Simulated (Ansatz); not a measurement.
Runs of Ansatz 0.2.0 on Si. Symmetry: P6/mmm, No. 191, hexagonal system. The conventional cell has a = 4.121 Å, b = 4.121 Å, c = 2.655 Å, α = 90.00°, β = 90.00°, γ = 120.00°. Si (site symmetry -6m2) has 5 Si at 2.38 to 2.65 Å as nearest neighbours. The cell was built by a generator and needn't be a form met in nature.

| task | level | cell | cutoff (eV) | points for each segment of the path | gap on the mesh (eV) | pressure (GPa) | relaxed volume (Å³/atom) |
| --- | --- | --- | --- | --- | --- | --- | --- |
| single point | r2SCAN50 | as given | 500 | - | - | -4.1 | - |
| single point | r2SCAN0 | as given | 500 | - | none | -3.1 | - |
| single point | HF | as given | 420 | - | (a) | 2.8 | - |
| single point | PBEsol0 | as given | 420 | - | none | -3.8 | - |
| single point | r2SCANh | as given | 500 | - | none | (c) | - |
| relaxation of cell and atoms | PBEsol0 | relaxed | 420 | - | - | 0.0 | 18.61 |
| relaxation of cell and atoms | B3LYP | relaxed | 420 | - | none | 0.0 | (b) |
| band structure | HSEsol | as given | 420 | 4 | none | -3.6 | - |

Alike in all rows: potentials or basis Ansatz PAW; no spin polarisation; k mesh 4 × 4 × 5; smearing fermi-dirac 0.05 eV; the mesh is coarse, so values aren't converged.

Task: Fill in the values left out.

Result: (a) 2.53; (b) 19.69; (c) -2.5.

Caveats: all runs use coarse meshes; the PAW data sets come from PBE, with cores solved anew for the run's functional, which leaves a small shift of forces and pressure; the thresholds are loose for stress (some runs); the plane-wave basis is chosen anew once the cell has moved, so the energies of steps on either side of that aren't comparable (some runs); odd divisions of the mesh miss points on the zone boundary, where band edges often lie, so the gap on the mesh can be too wide (some runs).

A k mesh can miss the band edges.

A gap of «none» marks a metal or a gap under the smearing width.
